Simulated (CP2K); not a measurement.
Runs of CP2K 2026.2 on InSe. It takes space group R3m (No. 160, trigonal). Conventional cell: a = 4.000 Å, b = 4.000 Å, c = 25.320 Å, α = 90.00°, β = 90.00°, γ = 120.00°. Around In (site symmetry 3m) lie 3 Se at 2.63 Å and 1 In at 2.82 Å. In (site symmetry 3m) is surrounded by 3 Se at 2.64 Å and 1 In at 2.82 Å. Se (site symmetry 3m) is surrounded by 3 In at 2.63 Å. Se (site symmetry 3m) is surrounded by 3 In at 2.64 Å. 

```tsv
task	level	potentials or basis	cell	k mesh	smearing	EPS_DEFAULT	k points reduced by the point group	NGRIDS	points a segment of the path (NPOINTS)	bands added on the path	gap on the mesh (eV)	pressure (GPa)	largest force (eV/Å)
band structure	r2SCAN	POTENTIAL_UZH In GTH-SCAN-q13, Se GTH-SCAN-q6; TZVP-MOLOPT-SCAN-GTH basis	as given	8 × 8 × 8	fermi-dirac 0.05 eV	1.0E-10	yes	4	8	4	0.77	1.0	0.30
band structure	LDA	GTH_POTENTIALS In GTH-PADE-q13, Se GTH-PADE-q6; TZVP-MOLOPT-PBE-GTH basis	as given	8 × 8 × 8	fermi-dirac 0.1 eV	1.0E-10	yes	4	6	2	0.20	-1.1	0.31
band structure	TB-mBJ	POTENTIAL_UZH In GTH-PBE-q13, Se GTH-PBE-q6; TZVP-MOLOPT-PBE-GTH basis	as given	8 × 8 × 8	fermi-dirac 0.05 eV	1.0E-9	yes	5	6	2	0.56	-	-
relaxation of cell and atoms	PBEsol	POTENTIAL_UZH In GTH-PBE-q13, Se GTH-PBE-q6; TZVP-MOLOPT-PBE-GTH basis	relaxed	6 × 6 × 6	fermi-dirac 0.01 eV	1.0E-10	-	4	-	-	(a)	0.0	0.01
band structure	PBEsol	POTENTIAL_UZH In GTH-PBE-q13, Se GTH-PBE-q6; TZVP-MOLOPT-PBE-GTH basis	as given	8 × 8 × 8	fermi-dirac 0.05 eV	1.0E-9	yes	5	8	4	(b)	1.1	0.47
```

Alike in all rows: no spin polarisation.

**Question.** Fill in the values left out.

**Answer.** (a) 0.27; (b) 0.29.

Caveats: spin-orbit coupling is left out, which moves the levels of the heavy elements; the basis of atomic orbitals isn't converged, which shifts pressures, moduli and gaps; the potentials were made for another functional, which shifts forces and pressure (some runs); this is a model potential without an energy functional, so only levels have meaning (some runs); the printed path begins after the first move (some runs).

A k mesh can miss the band edges, and the runs leave out spin-orbit coupling on In, Se.

Runs at the PBE level aren't shown here.
